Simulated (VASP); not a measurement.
# Al2O3 (P-3m1) in VASP: a series of runs

Runs on Al2O3. Level: PBE. Tasks: density of states, electric field gradients, core levels, chemical shielding, Berry-phase polarisation.

Program: VASP 6.6.1. These are calculated values, not measurements. Logs are shortened: lines on timing, memory, paths and dates and some standing lists are left out, and cuts for length are marked.

**1. The crystal as given**

The structure is trigonal, space group P-3m1 (No. 164). Conventional cell: a = 3.017 Å, b = 3.017 Å, c = 7.575 Å, α = 90.00°, β = 90.00°, γ = 120.00°. Al (site symmetry 3m) has 4 O at 1.68 to 1.84 Å as nearest neighbours. Around O (site symmetry -3m) lie 2 Al at 1.68 Å. O (site symmetry 3m) is surrounded by 3 Al at 1.84 Å.

Measurements of this composition are mostly on another form, of space group No. 167.

**2. Density of states, PBE**

POSCAR reads:

```
Al2O3
1.0
    3.0174825440      0.0000000000      0.0000000000
   -1.5087412720      2.6132165386      0.0000000000
    0.0000000000      0.0000000000      7.5746360022
Al O
2 3
Direct
    0.0000000000      0.0000000000      0.7220490000
    0.0000000000      0.0000000000      0.2779510000
    0.0000000000      0.0000000000      0.5000000000
    0.6666666667      0.3333333333      0.8005460000
    0.3333333333      0.6666666667      0.1994540000
```

INCAR.step1 reads:

```
ALGO = Fast
EDIFF = 1E-7
ENCUT = 520
GGA = PE
ISIF = 2
ISMEAR = 0
LASPH = T
LCHARG = T
LREAL = F
LWAVE = F
NELM = 60
PREC = Accurate
SIGMA = 0.02
```

KPOINTS.step1 reads:

```
k-points
0
Gamma
  10 10 4
```

INCAR.step2 reads:

```
ALGO = Fast
EDIFF = 1E-7
ENCUT = 520
GGA = PE
ICHARG = 11
ISIF = 2
ISMEAR = -5
LASPH = T
LCHARG = F
LORBIT = 11
LREAL = F
LWAVE = F
NEDOS = 2001
NELM = 60
PREC = Accurate
SIGMA = 0.02
```

KPOINTS.step2 reads:

```
k-points
0
Gamma
  15 15 6
```

Potentials or basis: VASP PAW PBE potentials, release 64 (Al, O).

Started as:

```
$ cat potpaw_PBE.64/Al/POTCAR potpaw_PBE.64/O/POTCAR > POTCAR
$ cp INCAR.step1 INCAR
$ cp KPOINTS.step1 KPOINTS
$ mpirun -np 1 vasp_std > vasp.out
$ cp INCAR.step2 INCAR
$ cp KPOINTS.step2 KPOINTS
$ mpirun -np 1 vasp_std > vasp.out
```

OUTCAR:

```text
EDIFF = 1E-7
   ENCUT = 520
   GGA = PE
   ICHARG = 11
   ISIF = 2
   ISMEAR = -5
   LASPH = T
   LORBIT = 11
   LREAL = F
   NELM = 60
   PREC = Accurate

 ion  position               nearest neighbor table
   1  0.000  0.000  0.722-   3 1.68   4 1.84   4 1.84   4 1.84   2 3.36
   2  0.000  0.000  0.278-   3 1.68   5 1.84   5 1.84   5 1.84   1 3.36
   3  0.000  0.000  0.500-   1 1.68   2 1.68
   4  0.667  0.333  0.801-   1 1.84   1 1.84   1 1.84
   5  0.333  0.667  0.199-   2 1.84   2 1.84   2 1.84

  LATTYP: Found a hexagonal cell.
 ALAT       =     3.0174825440
 C/A-ratio  =     2.5102501478

  Lattice vectors:

 A1 = (   3.0174825440,   0.0000000000,   0.0000000000)
 A2 = (  -1.5087412720,   2.6132165386,   0.0000000000)
 A3 = (   0.0000000000,   0.0000000000,   7.5746360022)

Analysis of symmetry for initial positions (statically):
=====================================================================
 Subroutine PRICEL returns:
 Original cell was already a primitive cell.

 Routine SETGRP: Setting up the symmetry group for a
 hexagonal supercell.

 Subroutine GETGRP returns: Found 12 space group operations
 (whereof 12 operations were pure point group operations)
 out of a pool of 24 trial point group operations.

The static configuration has the point symmetry D_3d.

Analysis of symmetry for dynamics (positions and initial velocities):
=====================================================================
 Subroutine PRICEL returns:
 Original cell was already a primitive cell.

 Routine SETGRP: Setting up the symmetry group for a
 hexagonal supercell.

 Subroutine GETGRP returns: Found 12 space group operations
 (whereof 12 operations were pure point group operations)
 out of a pool of 24 trial point group operations.

The dynamic configuration has the point symmetry D_3d.

 Subroutine INISYM returns: Found 12 space group operations
 (whereof 12 operations are pure point group operations),
 and found     1 'primitive' translations

----------------------------------------------------------------------------------------

                                     Primitive cell

  volume of cell :      59.7285

  direct lattice vectors                    reciprocal lattice vectors
     3.017482544  0.000000000  0.000000000     0.331402083  0.191335082  0.000000000
    -1.508741272  2.613216539  0.000000000     0.000000000  0.382670163  0.000000000
     0.000000000  0.000000000  7.574636002     0.000000000  0.000000000  0.132019545

  length of vectors
     3.017482544  3.017482544  7.574636002     0.382670163  0.382670163  0.132019545

  position of ions in fractional coordinates (direct lattice)
     0.000000000  0.000000000  0.722049000
     0.000000000  0.000000000  0.277951000
     0.000000000  0.000000000  0.500000000
     0.666666667  0.333333333  0.800546000
     0.333333333  0.666666667  0.199454000

  ion indices of the primitive-cell ions
   primitive index   ion index
                 1           1
                 2           2
                 3           3
                 4           4
                 5           5

----------------------------------------------------------------------------------------

 KPOINTS: k-points

Automatic generation of k-mesh.
 Grid dimensions read from file:
 generate k-points for:   15   15    6

 Generating k-lattice:

  Cartesian coordinates                     Fractional coordinates (reciprocal lattice)
     0.022093472  0.012755672  0.000000000     0.066666667 -0.000000000  0.000000000
     0.000000000  0.025511344  0.000000000     0.000000000  0.066666667  0.000000000
     0.000000000  0.000000000  0.022003258     0.000000000  0.000000000  0.166666667

  Length of vectors
     0.025511344  0.025511344  0.022003258

  Shift w.r.t. Gamma in fractional coordinates (k-lattice)
     0.000000000  0.000000000  0.000000000

 TETIRR: Found   1946 inequivalent tetrahedra from     8100

 Subroutine IBZKPT returns following result:
 ===========================================

 Found    146 irreducible k-points:

 Following reciprocal coordinates:
            Coordinates               Weight
  0.000000  0.000000  0.000000      1.000000
  0.066667  0.000000  0.000000      6.000000
  0.133333 -0.000000  0.000000      6.000000
  0.200000  0.000000  0.000000      6.000000
  0.266667 -0.000000  0.000000      6.000000
  0.333333 -0.000000  0.000000      6.000000
[... 16 lines left out ...]
  0.333333  0.200000  0.000000     12.000000
  0.400000  0.200000  0.000000      6.000000
 [... further k-points ...]
   k-points           NKPTS =    146   k-points in BZ     NKDIM =    146   number of bands    NBANDS=     16
   number of dos      NEDOS =   2001   number of ions     NIONS =      5
   total plane-waves  NPLWV =  32256
   dimension x,y,z NGX =    24 NGY =   24 NGZ =   56
   dimension x,y,z NGXF=    48 NGYF=   48 NGZF=  112
   ions per type =               2   3
   NGX,Y,Z   is equivalent  to a cutoff of  13.22, 13.22, 12.29 a.u.
   NGXF,Y,Z  is equivalent  to a cutoff of  26.45, 26.45, 24.58 a.u.
 SYSTEM =  unknown system
   PREC   = accura    normal or accurate (medium, high low for compatibility)
   ISTART =      0    job   : 0-new  1-cont  2-samecut
   ICHARG =     11    charge: 1-file 2-atom 10-const
   ISPIN  =      1    spin polarized calculation?
   LNONCOLLINEAR =      F non collinear calculations
   LSORBIT =      F    spin-orbit coupling
   LASPH  =      T    aspherical Exc in radial PAW
   ENCUT  =  520.0 eV  38.22 Ry    6.18 a.u.   5.61  5.61 14.08*2*pi/ulx,y,z
   NELM   =     60;   NELMIN=  2; NELMDL=  0     # of ELM steps
   EDIFF  = 0.1E-06   stopping-criterion for ELM
   LREAL  =      F    real-space projection
   EDIFFG = 0.1E-05   stopping-criterion for IOM
   NSW    =      0    number of steps for IOM
   IBRION =     -1    ionic relax: 0-MD 1-quasi-New 2-CG
   NFREE  =      0    steps in history (QN), initial steepest desc. (CG)
   ISIF   =      2    stress and relaxation
   ISYM   =      2    0-nonsym 1-usesym 2-fastsym
   POTIM  = 0.5000    time-step for ionic-motion
   TEBEG  =    0.0;   TEEND  =   0.0 temperature during run
   PSTRESS=    0.0 pullay stress
   NELECT =      24.0000    total number of electrons
   NUPDOWN=      -1.0000    fix difference up-down
   EMIN   =  10.00;   EMAX   =-10.00  energy-range for DOS
   EFERMI =   0.00;   METHOD = LEGACY
   ISMEAR =    -5;   SIGMA  =   0.02  broadening in eV -4-tet -1-fermi 0-gaus
   EFERMI_NEDOS =   21; number of points for ismear=-14 and -15
   IALGO  =     68    algorithm
   IMIX   =      4    mixing-type and parameters
     AMIX     =   0.40;   BMIX     =  1.00
     AMIX_MAG =   1.60;   BMIX_MAG =  1.00
  volume/ion in A,a.u.               =      11.95        80.61
  Fermi-wavevector in a.u.,A,eV,Ry     =   1.208049  2.282882 19.856107  1.459383
  Thomas-Fermi vector in A             =   2.343669
   LORBIT       =     11    0 simple, 1 ext, 2 COOP (PROOUT), +10 PAW based schemes
   GGA     = PE    functional components
   LHFCALC =     F    Hartree Fock is set to
   AEXX    =    0.0000 exact exchange contribution
   IVDW    =     0    specifies the selected vdW correction
   LEPSILON=     F    determine dielectric tensor
   LRPA    =     F    only Hartree local field effects (RPA)
 non-spin polarized calculation
 RMM-DIIS sequential band-by-band and
 Fermi weights with tetrahedron method with Bloechl corrections
  energy-cutoff  :      520.00
  volume of cell :       59.73
 maximum number of plane-waves:      1636
 NGX is ok and might be reduce to    24

 number of electron      24.0000012 magnetization

 Free energy of the ion-electron system (eV)
  ---------------------------------------------------
  ext. energy  EPLUGINS =         0.00000000
  ---------------------------------------------------
  free energy    TOTEN  =       -36.19195688 eV

  energy without entropy =      -36.19195688  energy(sigma->0) =      -36.19195688

 E-fermi :   3.8681     XC(G=0):  -9.7007

 val. band max:        3.8606776153   @ k =   0.0000   0.0000   0.0000
 cond. band min:       6.1465473541   @ k =   0.0000   0.0000   0.0000
 fundamental gap:      2.2858697388
 Fermi energy:         3.8680528995

 k-point     1 :       0.0000    0.0000    0.0000
  band No.  band energies     occupation
      1     -15.7726      2.00000
      2     -15.5826      2.00000
      3     -13.0115      2.00000
      4      -1.9966      2.00000
      5      -0.6362      2.00000
      6       0.1168      2.00000
[... 8 lines left out ...]
     15      11.2134      0.00000
     16      14.4081      0.00000

 k-point     2 :       0.0667    0.0000    0.0000
  band No.  band energies     occupation
      1     -15.7381      2.00000
      2     -15.5520      2.00000
      3     -12.9933      2.00000
      4      -1.9804      2.00000
      5      -0.6158      2.00000
      6      -0.0622      2.00000
[... 8 lines left out ...]
     15      11.2313      0.00000
     16      14.1231      0.00000

 k-point     3 :       0.1333   -0.0000    0.0000
  band No.  band energies     occupation
      1     -15.6384      2.00000
      2     -15.4641      2.00000
      3     -12.9416      2.00000
      4      -1.9637      2.00000
      5      -0.6667      2.00000
      6      -0.4457      2.00000
[... 8 lines left out ...]
     15      11.2336      0.00000
     16      13.5534      0.00000

 k-point     4 :       0.2000    0.0000    0.0000
  band No.  band energies     occupation
      1     -15.4854      2.00000
      2     -15.3310      2.00000
      3     -12.8651      2.00000
      4      -2.0670      2.00000
      5      -1.2506      2.00000
      6      -0.7187      2.00000
[... 8 lines left out ...]
     15      11.1718      0.00000
     16      12.9887      0.00000

 k-point     5 :       0.2667   -0.0000    0.0000
  band No.  band energies     occupation
      1     -15.2997      2.00000
      2     -15.1722      2.00000
      3     -12.7768      2.00000
      4      -2.4039      2.00000
      5      -1.9059      2.00000
      6      -0.7652      2.00000
[... 8 lines left out ...]
     15      11.2112      0.00000
     16      12.5742      0.00000

 k-point     6 :       0.3333   -0.0000    0.0000
  band No.  band energies     occupation
      1     -15.1096      2.00000
      2     -15.0150      2.00000
      3     -12.6928      2.00000
      4      -2.8383      2.00000
      5      -2.4822      2.00000
      6      -0.6452      2.00000
[... 8 lines left out ...]
     15      11.4262      0.00000
     16      12.4056      0.00000
[... 267 lines left out ...]
 k-point    21 :       0.2000    0.2000    0.0000
  band No.  band energies     occupation
      1     -15.0667      2.00000
      2     -14.9771      2.00000
      3     -12.6713      2.00000
      4      -2.6961      2.00000
      5      -2.3278      2.00000
      6      -0.9242      2.00000
[... 8 lines left out ...]
     15      10.6757      0.00000
     16      12.9743      0.00000

 k-point    22 :       0.2667    0.2000    0.0000
  band No.  band energies     occupation
      1     -14.9182      2.00000
      2     -14.8583      2.00000
      3     -12.6091      2.00000
      4      -2.8897      2.00000
      5      -2.5911      2.00000
      6      -1.2208      2.00000
[... 8 lines left out ...]
     15      10.8668      0.00000
     16      13.2604      0.00000

 k-point    23 :       0.3333    0.2000    0.0000
  band No.  band energies     occupation
      1     -14.8102      2.00000
      2     -14.7787      2.00000
      3     -12.5670      2.00000
      4      -3.0113      2.00000
      5      -2.7601      2.00000
      6      -1.4431      2.00000
[... 8 lines left out ...]
     15      11.5036      0.00000
     16      13.3875      0.00000

 k-point    24 :       0.4000    0.2000    0.0000
  band No.  band energies     occupation
      1     -14.7672      2.00000
      2     -14.7542      2.00000
      3     -12.5522      2.00000
      4      -3.0522      2.00000
      5      -2.8186      2.00000
      6      -1.5242      2.00000
[... 8 lines left out ...]
     15      11.8489      0.00000
     16      13.3845      0.00000

 [... further k-points ...]

------------------------ aborting loop because EDIFF is reached ----------------------------------------

  FORCE on cell =-STRESS in cart. coord.  units (eV):
  Direction    XX          YY          ZZ          XY          YZ          ZX
  --------------------------------------------------------------------------------------
  -------------------------------------------------------------------------------------
  Total       -0.2716644     -0.2716644     -0.0838597      0.0000000      0.0000000      0.0000000
  in kB       -7.2872104     -7.2872104     -2.2494786      0.0000000      0.0000000      0.0000000
  external PRESSURE =      -5.6079665 kB  Pullay stress =       0.0000000 kB

 VOLUME and BASIS-vectors are now :
 -----------------------------------------------------------------------------
  energy-cutoff  :      520.00
  volume of cell :       59.73
      direct lattice vectors                 reciprocal lattice vectors
     3.017482544  0.000000000  0.000000000     0.331402083  0.191335082  0.000000000
    -1.508741272  2.613216539  0.000000000     0.000000000  0.382670163  0.000000000
     0.000000000  0.000000000  7.574636002     0.000000000  0.000000000  0.132019545

 POSITION                                       TOTAL-FORCE (eV/Angst)
 -----------------------------------------------------------------------------------
      0.00000      0.00000      5.46926        -0.000000     -0.000000     -0.075698
      0.00000      0.00000      2.10538         0.000000      0.000000      0.075698
      0.00000      0.00000      3.78732        -0.000000      0.000000      0.000000
      1.50874      0.87107      6.06384        -0.000000      0.000000     -0.091050
     -0.00000      1.74214      1.51079         0.000000      0.000000      0.091050
 -----------------------------------------------------------------------------------
    total drift:                                0.000000      0.000000      0.000000

  FREE ENERGIE OF THE ION-ELECTRON SYSTEM (eV)
  ---------------------------------------------------
  free  energy   TOTEN  =       -36.1919568827 eV

  energy  without entropy=      -36.1919568827  energy(sigma->0) =      -36.19195688

 total charge

# of ion       s       p       d       tot
------------------------------------------
    1        0.344   0.430   0.000   0.774
    2        0.344   0.430   0.000   0.774
    3        1.551   3.627   0.000   5.179
    4        1.545   3.589   0.000   5.134
    5        1.545   3.589   0.000   5.134
--------------------------------------------------
tot          5.329  11.666   0.000  16.995
```

It took 49 s on 1 thread of Intel Xeon 6975P-C (Granite Rapids), shared host; peak memory 0.24 GiB.

What came out:

```
Valence electrons inside the program's atomic spheres : Al 0.77; O 5.18, 5.13
```

Levels at points of the mesh, in eV from the valence-band top:
```tsv
k point	band 10	band 11	band 12	band 13	band 14	band 15
(0.00, 0.00, 0.00)	-2.35	0.00	0.00	2.29	4.27	7.35
(0.00, 0.00, 0.50)	-3.11	0.00	0.00	3.24	3.31	8.12
```

States per cell in windows of 1 eV (zero at the valence-band top; states under -8 eV left out):
| from (eV) | total | O4_p | O5_p | O3_p | Al1_p | Al2_p | Al1_s |
| --- | --- | --- | --- | --- | --- | --- | --- |
| -8.0 | 0.44 | 0.09 | 0.09 | 0.02 | 0.01 | 0.01 | 0.03 |
| -7.0 | 2.55 | 0.55 | 0.55 | 0.12 | 0.05 | 0.05 | 0.15 |
| -6.0 | 1.60 | 0.37 | 0.37 | 0.11 | 0.05 | 0.05 | 0.05 |
| -5.0 | 4.71 | 1.24 | 1.24 | 0.39 | 0.16 | 0.16 | 0.03 |
| -4.0 | 3.34 | 0.79 | 0.79 | 0.47 | 0.07 | 0.07 | 0.01 |
| -3.0 | 1.37 | 0.31 | 0.31 | 0.33 | 0.02 | 0.02 | 0.00 |
| -2.0 | 1.89 | 0.21 | 0.21 | 0.80 | 0.00 | 0.00 | 0.00 |
| -1.0 | 2.12 | 0.03 | 0.03 | 1.39 | 0.01 | 0.01 | 0.00 |
| 0.0 | 0.00 | 0.00 | 0.00 | 0.00 | 0.00 | 0.00 | 0.00 |
| 1.0 | 0.00 | 0.00 | 0.00 | 0.00 | 0.00 | 0.00 | 0.00 |
| 2.0 | 0.05 | 0.00 | 0.00 | 0.00 | 0.00 | 0.00 | 0.00 |
| 3.0 | 0.22 | 0.01 | 0.01 | 0.01 | 0.00 | 0.00 | 0.01 |
| 4.0 | 0.67 | 0.03 | 0.03 | 0.03 | 0.02 | 0.02 | 0.03 |
| 5.0 | 1.79 | 0.10 | 0.10 | 0.08 | 0.08 | 0.08 | 0.04 |
| 6.0 | 1.45 | 0.10 | 0.10 | 0.09 | 0.06 | 0.06 | 0.02 |
| 7.0 | 1.62 | 0.15 | 0.15 | 0.04 | 0.04 | 0.04 | 0.02 |

(Continued in part 2 of 4.)
